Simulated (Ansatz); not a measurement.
# Sn (Im-3m) in Ansatz: notebook

One crystal, Sn, is run at these levels: PBE; tasks: single point, relaxation of cell and atoms.

All numbers are computed with Ansatz 0.2.0; they aren't measurements. Logs are shortened: lines on timing, memory, paths and dates and some standing lists are left out, and cuts for length are marked.

**1. The crystal as given**

The structure is cubic, space group Im-3m (No. 229). The conventional cell has a = 3.789 Å, b = 3.789 Å, c = 3.789 Å, α = 90.00°, β = 90.00°, γ = 90.00°. Sn (site symmetry m-3m) has 8 Sn at 3.28 Å as nearest neighbours.

This isn't the form of Sn at room conditions, which is tetragonal (white tin).

**2. Single point, PBE**

input.yaml

```yaml
crystal:
  lattice:
    - [-1.8946518192, 1.8946518192, 1.8946518192]
    - [1.8946518192, -1.8946518192, 1.8946518192]
    - [1.8946518192, 1.8946518192, -1.8946518192]
  atoms:
    - { symbol: Sn, position: [0.0, 0.0, 0.0] }
hamiltonian:
  xc: pbe
  pseudopotentials: { kind: paw }
kpoints:
  mp_grid: { grid: [10, 10, 10] }
scf:
  occupations: { method: gaussian, width: 0.011 }
output:
  forces: true
  stress: true
  eigenvalues: true
  write_density: true
  write_potential: true
  elf: true
  volumetric_format: npy
```

Potentials or basis: Ansatz PAW.

The run is started by

```bash
$ ansatz run input.yaml --threads 2 --pin off --max-ram 5632MiB --backend cpu --events-out ev --progress --plain --runs-dir out
```

Log:

```text
Warning: RAYON_NUM_THREADS=2 ignored (pool sized by the plan → 2); use --threads N
Engine: ansatz 0.2.0, aarch64-unknown-linux-gnu
Pseudopotentials: kind: paw
Pseudopotential: Sn, paw, valence charge 14, recommended cutoff 420 eV (normal), Sn.paw.azcp
Functional definition: PBE
  parameter kappa = 0.804
  parameter beta = 0.06672455060314922
  exchange = pbe_x(kappa = kappa, mu = beta*pi^2/3)
  correlation = pbe_c(beta = beta)
Crystal: 1 atoms, lattice volume = 27.205 Å³
Basis set: ecut = 420 eV, 555 PW (Γ), exchange–correlation on 48×48×48 points (8 copies of the dense FFT grid, shifted against one another)
Bands: 11, of which v1, the nominal top of the filled ones, is band 7 counted from 1 (6 counted from 0)
Symmetry: 48 space group operations
Space group: Im-3m (ITA 229), of the structure as read, at distance tolerance 3.0e-5 Å
k-points: 47 of 1000
Non-local potential: Sn, projectors of the file, l = 0: 2, l = 1: 2, l = 2: 2, l = 3: 2
PAW form: soft (Blöchl's): semilocal exchange-correlation on the pseudo side does not see the compensation charge
PAW one-centre angular grid: Sn, 590 points (default); XC on 64 Gauss nodes
Initial density: superposition of atomic densities (neutral atoms: chi_scale 0, normalization atom), corrected by the library's trained network
Initial wavefunctions: pseudopotential atomic-orbital guess
Functional: x = pbe(κ = 0.804, μ = 0.2195149727645171), c = pbe(β = 0.06672455060314922)
SCF iter   1: F=—  HF=-6024.124770 eV  |F-HF|=—  |Δ(HF+E_count)|=         —  Δρ=5.95e-4  dr2=3.68e-5  ethr=1.77e-3  ⟨swp⟩=5.9  Hψ=3080  notcnv=0
preconditioner: auto → none  [insulator: Δε(μ)=0.021 eV  Ē_g=23.228 eV  σ=0.011 eV  W_gap=0.76  n_scr=12 (ndim 8)  ℏωp=26.6 eV  f_vac=0.000  D(μ)=1.45/eV (n_scr^D=12)  ε∞_Penn≈2.3]
SCF iter   2: F=—  HF=-6024.124188 eV  |F-HF|=—  |Δ(HF+E_count)|=   5.82e-4  Δρ=3.75e-4  dr2=3.03e-5  ethr=2.63e-7  ⟨swp⟩=2.8  Hψ=1359  notcnv=0
SCF iter   3: F=—  HF=-6024.124182 eV  |F-HF|=—  |Δ(HF+E_count)|=   6.37e-6  Δρ=2.19e-4  dr2=7.98e-6  ethr=2.17e-7  ⟨swp⟩=2.7  Hψ=864  notcnv=0  defer=1
SCF iter   4: F=—  HF=-6024.124191 eV  |F-HF|=—  |Δ(HF+E_count)|=   9.05e-6  Δρ=7.83e-5  dr2=1.11e-6  ethr=5.70e-8  ⟨swp⟩=2.0  Hψ=832  notcnv=0  defer=1
SCF iter   5: F=—  HF=-6024.124190 eV  |F-HF|=—  |Δ(HF+E_count)|=   3.89e-7  Δρ=3.17e-5  dr2=2.21e-7  ethr=7.94e-9  ⟨swp⟩=2.6  Hψ=888  notcnv=0  defer=1
SCF iter   6: F=-6024.124190 eV  HF=-6024.124190 eV  |F-HF|=6.10e-8  |Δ(HF+E_count)|=   1.60e-7  Δρ=1.22e-5  dr2=3.30e-8  ethr=7.14e-10  ⟨swp⟩=8.3  Hψ=3065  notcnv=0
SCF 1 converged in 6 iterations: F = -6024.124190 eV  dr2 = 3.30e-8
SCF converged after 6 iterations
Free energy (F): -6024.124190 eV
Harris-Foulkes:  -6024.124190 eV  (|F-HF|=6.10e-8)
Internal energy: -6024.124102 eV  (E = F + TS)
E sigma→0 (E₀):  -6024.124146 eV
Entropy (-TS):   -0.000088 eV (-0.088 meV/atom)
Fermi energy:    10.841442 eV
--- Per-component energies (eV) ---
  E_band       = -81.155939
  E_kinetic    = 185.948035
  E_local      = -823.571179  (includes V_loc(G=0)·N_el)
  E_nonlocal   = -32.671870
  E_hartree    = 519.208817
  E_xc         = -382.846007
  E_vxc        = -96.267726  (∫ρ·V_xc dr)
  E_paw        = -4134.913912  (= ΣΔE_a)
  E_vpaw       = -353.002508  (= ΣTr[D̂ρ^β])
  E_aug_tail   = -0.000000  (compensation charges beyond the density's cutoff)
  E_ewald      = -1355.277987
  E_smearing   = -0.000088  (= −TS)
  E_closure    = -0.000000  (closes the sum)
  Σ components = -6024.124190   (vs F -6024.124190, Δ=0.00e0)
--- Forces (eV/Å), atoms counted from 1 ---
  atom   1  Sn     0.00000000    -0.00000000    -0.00000000
  max |Σ_I F_I| component: 4.44e-31 eV/Å
--- Stress (GPa, compression-positive) ---
        0.687713      -0.000000       0.000000
       -0.000000       0.687713      -0.000000
       -0.000000      -0.000000       0.687713
  P = ⅓ Tr σ = 0.6877 GPa (6.877 kbar)
--- Band table (eV; the first three rows and the last of 47) ---
  k-point 0: bands = ["-10.7228", "-10.7228", "-10.7228", "-10.5851", "-10.5851", "-0.2324", "18.8096", "18.8096", "18.8096", "22.9497", "22.9497"]
  k-point 1: bands = ["-10.7271", "-10.7165", "-10.7021", "-10.5899", "-10.5857", "-0.0144", "17.0755", "18.0198", "18.5231", "21.3717", "21.6971"]
  k-point 2: bands = ["-10.7385", "-10.7031", "-10.6476", "-10.6000", "-10.5873", "0.6402", "13.9335", "16.6512", "17.7967", "20.1932", "20.5443"]
  k-point 46: bands = ["-10.7426", "-10.7426", "-10.5220", "-10.5220", "-10.5220", "8.3735", "10.3723", "10.3723", "10.3723", "14.6798", "14.6798"]
```

It took 1.3 s on 2 threads of Arm Neoverse V1, shared host; peak memory 0.27 GiB.

What came out:

| Item | Value |
| --- | --- |
| Free energy | -6024.1242 eV |
| Pressure | 0.7 GPa |
| Band gap on the k mesh | none (metal or under the smearing width) |

**3. Relaxation of cell and atoms, PBE**

Edit input.yaml of step 2 so:

```diff
@@ -13,3 +13,3 @@
 scf:
-  occupations: { method: gaussian, width: 0.011 }
+  occupations: { method: fermi_dirac, width: 0.05 }
 output:
@@ -22 +22,5 @@
   volumetric_format: npy
+relax:
+  f_tol: 0.01
+  max_steps: 40
+  cell: { stress_tol: 0.05 }
```

Potentials or basis: Ansatz PAW.

The run is started by

```bash
$ ansatz run input.yaml --threads 2 --pin off --max-ram 5632MiB --backend cpu --events-out ev --progress --plain --runs-dir out
```

It took 2 s on 2 threads of Arm Neoverse V1, shared host; peak memory 0.28 GiB.

The run converged. Its results:

* Free energy: -6024.1287 eV
* Relaxed volume: 27.58 Å³/atom
* Relaxed cell: a = 3.297 Å, b = 3.297 Å, c = 3.297 Å, α = 109.47°, β = 109.47°, γ = 109.47°
* Space group after relaxing (to 0.05 Å): Im-3m (No. 229)
* Energy gained by relaxing: 0.8 meV/atom
* Ionic steps: 3
* Pressure after relaxing: 0.0 GPa
* Band gap on the k mesh: none (metal or under the smearing width)

The path:
```
step  energy change (eV)  largest force (eV/Å)  volume (Å³)
   1              0.0000                0.0000        27.20
   2             -0.0007                0.0000        27.58
   3             -0.0008                0.0000        27.58
```

Final structure:
```
CELL_PARAMETERS angstrom
-1.90336 1.90336 1.90336
1.90336 -1.90336 1.90336
1.90336 1.90336 -1.90336
ATOMIC_POSITIONS crystal
Sn 0.00000 0.00000 0.00000
```

Levels at points of the mesh, in eV from the Fermi level:
| k point | band 5 | band 6 | band 7 | band 8 | band 9 | band 10 |
| --- | --- | --- | --- | --- | --- | --- |
| (0.00, 0.00, 0.00) | -21.40 | -10.95 | 7.87 | 7.87 | 7.87 | 12.11 |
| (0.00, 0.00, -0.50) | -21.32 | -6.36 | -4.32 | 3.59 | 5.42 | 7.90 |
| (-0.50, -0.50, -0.50) | -21.34 | -2.52 | -0.43 | -0.43 | -0.43 | 3.87 |

Caveat: the plane-wave basis is chosen anew once the cell has moved, so the energies of steps on either side of that aren't comparable.
